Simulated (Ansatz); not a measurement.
WS$_{2}$, DFT, PBEsol, PAW with Ansatz's default frozen-core files, scalar-relativistic (Ansatz 0.2.0), run on 1 thread of Arm Neoverse V2 on a shared host.

The cell is COD entry 9012192, as deposited and not checked against the literature; nothing was relaxed. The listed cell was then made from it by scaling, straining or moving an atom.

Command: `ansatz run input.yaml --threads 1 --pin off --max-ram 4096MiB --backend cpu --events-out ev --progress --plain --runs-dir out`

```yaml
crystal:
  lattice:
    - [1.5467668421, 0.8930262526, 6.0375124514]
    - [-1.5467668421, 0.8930262526, 6.0375124514]
    - [0.0, -1.7860525053, 6.0375124514]
  atoms:
    - { symbol: W, position: [0.0, 0.0, 0.0] }
    - { symbol: S, position: [0.7503, 0.7503, 0.7503] }
    - { symbol: S, position: [0.581, 0.581, 0.581] }
kpoints:
  mp_grid: { grid: [15, 15, 15] }
scf:
  occupations: { method: fermi_dirac, width: 0.03 }
hamiltonian:
  xc: pbesol
  pseudopotentials: { kind: paw }
output:
  forces: true
  stress: true
  eigenvalues: true
  efg: { contact_densities: true }
```

Question: How large is the problem that the program sets up?

Answer: 344 irreducible k-points, 969 plane waves at Γ, 17 bands.

Question: About how long does it take, and how much memory does it use?

Answer: 28 s of wall time for 8 SCF iterations, with a peak of 0.61 GiB. Times on shared machines scatter by tens of per cent.

Question: And the same cell and mesh by crystal-made all-electron datasets, asked for forces, stress, eigenvalues, efg, on the same hardware?

Answer: 3 min, peak memory 3 GiB.
